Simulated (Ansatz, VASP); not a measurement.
**Two plane-wave programs on HgTe**

```
Hg Te
1.0
     0.00000    3.40792    3.40792
     3.40792    0.00000    3.40792
     3.40792    3.40792    0.00000
Hg Te
1 1
Cartesian
  0.0000 0.0000 0.0000
  5.1119 5.1119 5.1119
```

Change from the starting cell: strain +0.025 along x and y, +0.025 along z, atoms carried along.

Alike in both runs: task single point; functional PBE; k mesh 16 × 16 × 16; occupations gaussian, width 0.15 eV; no spin polarisation.

```csv
,VASP,Ansatz
version,VASP 6.6.1,Ansatz 0.2.0
potentials or method,"VASP PAW PBE potentials, release 64 (Hg, Te)","scalar-relativistic, plane waves, PAW"
plane-wave cutoff (eV),520,420
valence electrons in the cell,18,36
```

VASP gave:

- gap on the k mesh at the Fermi level (eV): none
- pressure (GPa): -2.0

Task: Which values does Ansatz return?

Result: gap on the k mesh at the Fermi level (eV): none; pressure (GPa): -2.1.

A gap of «none» marks a metal or a gap that the smearing closes. The functional is the same, so the differences come from potentials, cutoffs and numerics. The two sets of potentials don't hold the same shells in valence.

Spin-orbit coupling is left out, which matters for the levels of Hg, Te.
